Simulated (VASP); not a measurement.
# NiO (Fm-3m) in VASP: a series of runs

Runs on NiO. Level: PBE+U. Tasks: relaxation of cell and atoms, band structure.

All numbers are computed with VASP 6.6.1; they aren't measurements. Logs are shortened: lines on timing, memory, paths and dates and some standing lists are left out, and cuts for length are marked.

## Step 1: The structure

Symmetry: Fm-3m, No. 225, cubic system. Conventional cell: a = 4.196 Å, b = 4.196 Å, c = 4.196 Å, α = 90.00°, β = 90.00°, γ = 90.00°. Around Ni (site symmetry m-3m) lie 6 O at 2.10 Å. O (site symmetry m-3m) has 6 Ni at 2.10 Å as nearest neighbours.

## Step 2: Relaxation of cell and atoms, PBE+U, collinear spin, ferromagnetic start

Contents of INCAR:

```
SYSTEM = NiO
ALGO = Normal
AMIX = 0.2
AMIX_MAG = 0.8
BMIX = 1E-4
BMIX_MAG = 1E-4
EDIFF = 1E-7
EDIFFG = -0.005
ENCUT = 600
GGA = PE
IBRION = 2
ISIF = 3
ISMEAR = 0
ISPIN = 2
LASPH = .TRUE.
LCHARG = .FALSE.
LDAU = .TRUE.
LDAUJ = 0 0
LDAUL = 2 -1
LDAUPRINT = 1
LDAUTYPE = 2
LDAUU = 6.2 0
LMAXMIX = 4
LORBIT = 11
LREAL = .FALSE.
LWAVE = .FALSE.
MAGMOM = 2 0
NELM = 150
NSW = 90
PREC = Accurate
SIGMA = 0.03
```

Contents of KPOINTS:

```
k-points
0
G
  12 12 12
  0 0 0
```

Contents of POSCAR:

```
NiO                                     
1.0
    0.0000000000      2.0978138330      2.0978138330
    2.0978138330      0.0000000000      2.0978138330
    2.0978138330      2.0978138330     -0.0000000000
  Ni              O             
     1     1
Direct
     0.0000000000000000    0.0000000000000000    0.0000000000000000
     0.5000000000000000    0.5000000000000000    0.5000000000000000
```

Potentials or basis: VASP PAW PBE potentials, release 64 (Ni, O).

Started as:

```console
> cat potpaw_PBE.64/Ni/POTCAR potpaw_PBE.64/O/POTCAR > POTCAR
> mpirun -np 1 vasp_std > vasp.out
```

OUTCAR:

```text
SYSTEM = NiO
   AMIX = 0.2
   AMIX_MAG = 0.8
   EDIFF = 1E-7
   EDIFFG = -0.005
   ENCUT = 600
   GGA = PE
   IBRION = 2
   ISIF = 3
   ISMEAR = 0
   ISPIN = 2
   LASPH = .TRUE.
   LORBIT = 11
   LREAL = .FALSE.
   NELM = 150
   NSW = 90
   PREC = Accurate

 ion  position               nearest neighbor table
   1  0.000  0.000  0.000-   2 2.10   2 2.10   2 2.10   2 2.10   2 2.10   2 2.10
   2  0.500  0.500  0.500-   1 2.10   1 2.10   1 2.10   1 2.10   1 2.10   1 2.10

  LATTYP: Found a face centered cubic cell.
 ALAT       =     4.1956276660

  Lattice vectors:

 A1 = (   0.0000000000,   2.0978138330,   2.0978138330)
 A2 = (   2.0978138330,   0.0000000000,   2.0978138330)
 A3 = (   2.0978138330,   2.0978138330,   0.0000000000)

Analysis of symmetry for initial positions (statically):
=====================================================================
 Subroutine PRICEL returns:
 Original cell was already a primitive cell.

 Routine SETGRP: Setting up the symmetry group for a
 face centered cubic supercell.

 Subroutine GETGRP returns: Found 48 space group operations
 (whereof 48 operations were pure point group operations)
 out of a pool of 48 trial point group operations.

The static configuration has the point symmetry O_h .

Analysis of symmetry for dynamics (positions and initial velocities):
=====================================================================
 Subroutine PRICEL returns:
 Original cell was already a primitive cell.

 Routine SETGRP: Setting up the symmetry group for a
 face centered cubic supercell.

 Subroutine GETGRP returns: Found 48 space group operations
 (whereof 48 operations were pure point group operations)
 out of a pool of 48 trial point group operations.

The dynamic configuration has the point symmetry O_h .

Analysis of structural, dynamic, and magnetic symmetry:
=====================================================================
 Subroutine PRICEL returns:
 Original cell was already a primitive cell.

 Routine SETGRP: Setting up the symmetry group for a
 face centered cubic supercell.

 Subroutine GETGRP returns: Found 48 space group operations
 (whereof 48 operations were pure point group operations)
 out of a pool of 48 trial point group operations.

The overall configuration has the point symmetry O_h .

 Subroutine INISYM returns: Found 48 space group operations
 (whereof 48 operations are pure point group operations),
 and found     1 'primitive' translations

----------------------------------------------------------------------------------------

                                     Primitive cell

  volume of cell :      18.4642

  direct lattice vectors                    reciprocal lattice vectors
     0.000000000  2.097813833  2.097813833    -0.238343361  0.238343361  0.238343361
     2.097813833  0.000000000  2.097813833     0.238343361 -0.238343361  0.238343361
     2.097813833  2.097813833  0.000000000     0.238343361  0.238343361 -0.238343361

  length of vectors
     2.966756774  2.966756774  2.966756774     0.412822811  0.412822811  0.412822811

  position of ions in fractional coordinates (direct lattice)
     0.000000000  0.000000000  0.000000000
     0.500000000  0.500000000  0.500000000

  ion indices of the primitive-cell ions
   primitive index   ion index
                 1           1
                 2           2

----------------------------------------------------------------------------------------

 KPOINTS: k-points

Automatic generation of k-mesh.
 Grid dimensions read from file:
 generate k-points for:   12   12   12
[... 77 lines left out ...]
   EMIN   =  10.00;   EMAX   =-10.00  energy-range for DOS
   EFERMI =   0.00;   METHOD = LEGACY
   ISMEAR =     0;   SIGMA  =   0.03  broadening in eV -4-tet -1-fermi 0-gaus
   EFERMI_NEDOS =   21; number of points for ismear=-14 and -15
   IALGO  =     38    algorithm
   IMIX   =      4    mixing-type and parameters
     AMIX     =   0.20;   BMIX     =  0.00
     AMIX_MAG =   0.80;   BMIX_MAG =  0.00
  volume/ion in A,a.u.               =       9.23        62.30
  Fermi-wavevector in a.u.,A,eV,Ry     =   1.560766  2.949421 33.143676  2.435991
  Thomas-Fermi vector in A             =   2.663930
   LORBIT       =     11    0 simple, 1 ext, 2 COOP (PROOUT), +10 PAW based schemes
 LDA+U is selected, type is set to LDAUTYPE =  2
   angular momentum for each species LDAUL =     2   -1
   U (eV)           for each species LDAUU =   6.2  0.0
   J (eV)           for each species LDAUJ =   0.0  0.0
   GGA     = PE    functional components
   LHFCALC =     F    Hartree Fock is set to
   AEXX    =    0.0000 exact exchange contribution
   IVDW    =     0    specifies the selected vdW correction
   LEPSILON=     F    determine dielectric tensor
   LRPA    =     F    only Hartree local field effects (RPA)
 conjugate gradient relaxation of ions
 spin polarized calculation
 Gauss-broadening in eV      SIGMA  =   0.03
  energy-cutoff  :      600.00
  volume of cell :       18.46
 maximum number of plane-waves:       636
   NGX = 11   NGY = 11   NGZ = 11

atom =   1  type =  1  l = 2

 onsite density matrix

spin component  1

  0.9833 -0.0000 -0.0000  0.0000  0.0000
 -0.0000  0.9833 -0.0000  0.0000  0.0000
 -0.0000 -0.0000  1.0358 -0.0000  0.0000
  0.0000  0.0000 -0.0000  0.9833  0.0000
  0.0000  0.0000  0.0000  0.0000  1.0358

spin component  2

  0.9820 -0.0000  0.0000  0.0000  0.0000
 -0.0000  0.9820 -0.0000  0.0000  0.0000
  0.0000 -0.0000  0.1365 -0.0000  0.0000
  0.0000  0.0000 -0.0000  0.9820 -0.0000
  0.0000  0.0000  0.0000 -0.0000  0.1365

 occupancies and eigenvectors

  o =  0.1365  v =  0.0000  0.0000  0.0000  0.0000  0.0000  0.0000 -0.0000  0.9999 -0.0000  0.0118      0.0000  0.0000  0.0000  0.0000  0.0000  0.0000  0.0000  0.0000  0.0000  0.0000
  o =  0.1365  v =  0.0000  0.0000  0.0000  0.0000  0.0000  0.0000  0.0000  0.0118  0.0000 -0.9999      0.0000  0.0000  0.0000  0.0000  0.0000  0.0000  0.0000  0.0000  0.0000  0.0000
  o =  0.9820  v =  0.0000  0.0000  0.0000  0.0000  0.0000  1.0000  0.0000  0.0000  0.0000  0.0000      0.0000  0.0000  0.0000  0.0000  0.0000  0.0000  0.0000  0.0000  0.0000  0.0000
  o =  0.9820  v =  0.0000  0.0000  0.0000  0.0000  0.0000  0.0000  0.9268 -0.0000 -0.3754 -0.0000      0.0000  0.0000  0.0000  0.0000  0.0000  0.0000  0.0000  0.0000  0.0000  0.0000
  o =  0.9820  v =  0.0000  0.0000  0.0000  0.0000  0.0000  0.0000  0.3754  0.0000  0.9268 -0.0000      0.0000  0.0000  0.0000  0.0000  0.0000  0.0000  0.0000  0.0000  0.0000  0.0000
  o =  0.9833  v =  0.0000 -0.6982  0.0000  0.7159  0.0000  0.0000  0.0000  0.0000  0.0000  0.0000      0.0000  0.0000  0.0000  0.0000  0.0000  0.0000  0.0000  0.0000  0.0000  0.0000
  o =  0.9833  v =  0.0000  0.7159 -0.0000  0.6982  0.0000  0.0000  0.0000  0.0000  0.0000  0.0000      0.0000  0.0000  0.0000  0.0000  0.0000  0.0000  0.0000  0.0000  0.0000  0.0000
  o =  0.9833  v =  1.0000  0.0000  0.0000  0.0000  0.0000  0.0000  0.0000  0.0000  0.0000  0.0000      0.0000  0.0000  0.0000  0.0000  0.0000  0.0000  0.0000  0.0000  0.0000  0.0000
  o =  1.0358  v =  0.0000  0.0000  1.0000 -0.0000 -0.0024  0.0000  0.0000  0.0000  0.0000  0.0000      0.0000  0.0000  0.0000  0.0000  0.0000  0.0000  0.0000  0.0000  0.0000  0.0000
  o =  1.0358  v =  0.0000 -0.0000  0.0024 -0.0000  1.0000  0.0000  0.0000  0.0000  0.0000  0.0000      0.0000  0.0000  0.0000  0.0000  0.0000  0.0000  0.0000  0.0000  0.0000  0.0000

 number of electron      16.0000010 magnetization       2.0000001

 Free energy of the ion-electron system (eV)
  ---------------------------------------------------
  ext. energy  EPLUGINS =         0.00000000
  ---------------------------------------------------
  free energy    TOTEN  =       -10.16798060 eV

  energy without entropy =      -10.16798060  energy(sigma->0) =      -10.16798060

 E-fermi :   6.7586     XC(G=0): -12.5659

 val. band max:        6.6173196559   @ k =   0.5000   0.0000   0.0000
 cond. band min:       9.1646401571   @ k =   0.0000   0.0000   0.0000
 fundamental gap:      2.5473205012
 Fermi energy:         6.7585915255

 spin component 1

 k-point     1 :       0.0000    0.0000    0.0000
  band No.  band energies     occupation
      1     -12.1290      1.00000
      2       0.5058      1.00000
      3       0.5058      1.00000
      4       1.6217      1.00000
      5       1.6217      1.00000
      6       1.6217      1.00000
      7       5.2505      1.00000
      8       5.2505      1.00000
      9       5.2505      1.00000
     10       9.2789      0.00000
     11      24.4536      0.00000
     12      24.4536      0.00000
[... 745 lines left out ...]
      2      -0.0334      1.00000
      3       2.1762      1.00000
      4       2.8515      1.00000
      5       4.2529      1.00000
      6       4.3854      1.00000
      7       4.6189      1.00000
      8      10.5804      0.00000
      9      11.3155      0.00000
     10      15.0401      0.00000
     11      17.7656      0.00000
     12      19.9101      0.00000
     13      22.5923      0.00000

 [... further k-points ...]

------------------------ aborting loop because EDIFF is reached ----------------------------------------

  FORCE on cell =-STRESS in cart. coord.  units (eV):
  Direction    XX          YY          ZZ          XY          YZ          ZX
  --------------------------------------------------------------------------------------
  -------------------------------------------------------------------------------------
  Total       -0.0019036     -0.0019036     -0.0019036      0.0000000      0.0000000     -0.0000000
  in kB       -0.1651789     -0.1651789     -0.1651789      0.0000000      0.0000000     -0.0000000
  external PRESSURE =      -0.1651789 kB  Pullay stress =       0.0000000 kB

 VOLUME and BASIS-vectors are now :
 -----------------------------------------------------------------------------
  energy-cutoff  :      600.00
  volume of cell :       18.46
      direct lattice vectors                 reciprocal lattice vectors
     0.000000000  2.097813833  2.097813833    -0.238343361  0.238343361  0.238343361
     2.097813833  0.000000000  2.097813833     0.238343361 -0.238343361  0.238343361
     2.097813833  2.097813833  0.000000000     0.238343361  0.238343361 -0.238343361

 POSITION                                       TOTAL-FORCE (eV/Angst)
 -----------------------------------------------------------------------------------
      0.00000      0.00000      0.00000         0.000000      0.000000      0.000000
      2.09781      2.09781      2.09781         0.000000     -0.000000     -0.000000
 -----------------------------------------------------------------------------------
    total drift:                                0.000000     -0.000000     -0.000000

  FREE ENERGIE OF THE ION-ELECTRON SYSTEM (eV)
  ---------------------------------------------------
  free  energy   TOTEN  =       -10.1679806050 eV

  energy  without entropy=      -10.1679806050  energy(sigma->0) =      -10.16798060

 reached required accuracy - stopping structural energy minimisation

 total charge

# of ion       s       p       d       tot
------------------------------------------
    1        0.340   0.415   8.213   8.969
    2        1.544   3.479   0.000   5.023
--------------------------------------------------
tot          1.884   3.894   8.213  13.992

 magnetization (x)

# of ion       s       p       d       tot
------------------------------------------
    1        0.012   0.013   1.800   1.824
    2        0.017   0.152   0.000   0.169
--------------------------------------------------
tot          0.029   0.165   1.800   1.994
```

It took 18 s on 1 thread of Intel Xeon 6975P-C (Granite Rapids), shared host; peak memory 0.17 GiB.

Results:

```yaml
Free_energy: -10.1680 eV
Pressure_after_relaxing: 0.0 GPa
Band_gap_on_the_k_mesh: 2.55 eV, indirect (least direct gap 3.19 eV)
Net_moment: 2.00 μB per cell
Site_moments: Ni +1.82; O +0.17 μB
Valence_electrons_inside_the_program's_atomic_spheres: Ni 8.97; O 5.02
```

Final structure:
```xyz
2
Lattice="0.0000 2.0978 2.0978 2.0978 0.0000 2.0978 2.0978 2.0978 0.0000" Properties=species:S:1:pos:R:3 pbc="T T T"
Ni    0.0000    0.0000    0.0000
O     2.0978    2.0978    2.0978
```

Levels at points of the mesh, in eV from the valence-band top:
Spin up:
```
           k point  band 5  band 6  band 7  band 8  band 9  band 10  band 11  band 12  band 13
(0.00, 0.00, 0.00)   -5.00   -5.00   -1.37   -1.37   -1.37     2.66    17.84    17.84    17.84
(0.50, 0.00, 0.00)   -4.50   -4.50   -3.10    0.00    0.00     6.72    11.03    14.93    14.93
(0.50, 0.50, 0.00)   -5.10   -4.19   -4.19   -2.72   -2.72     6.98    11.48    11.86    17.61
```
Spin down:
```csv
k point,band 3,band 4,band 5,band 6,band 7,band 8,band 9,band 10,band 11,band 12
"(0.00, 0.00, 0.00)",-4.00,-4.00,-1.03,-1.03,-1.03,2.55,2.55,3.01,18.10,18.10
"(0.50, 0.00, 0.00)",-4.02,-4.02,-2.21,-1.95,-1.95,4.85,4.85,6.90,11.48,15.31
"(0.50, 0.50, 0.00)",-4.72,-3.11,-3.11,-2.40,-2.40,2.99,3.42,7.62,11.77,12.12
```

Eigenvalues of the final occupation matrices:
| site | spin | trace | eigenvalues |
| --- | --- | --- | --- |
| site 1 d | 1 | 5.02 | 0.98 0.98 0.98 1.04 1.04 |
| site 1 d | 2 | 3.22 | 0.14 0.14 0.98 0.98 0.98 |

Caveat: the relaxation stopped at its first step, so nothing moved; a cell with one magnetic atom can't hold antiferromagnetic order, which such compounds often take. A k mesh can miss the band edges.

[end of part 1 of 2]
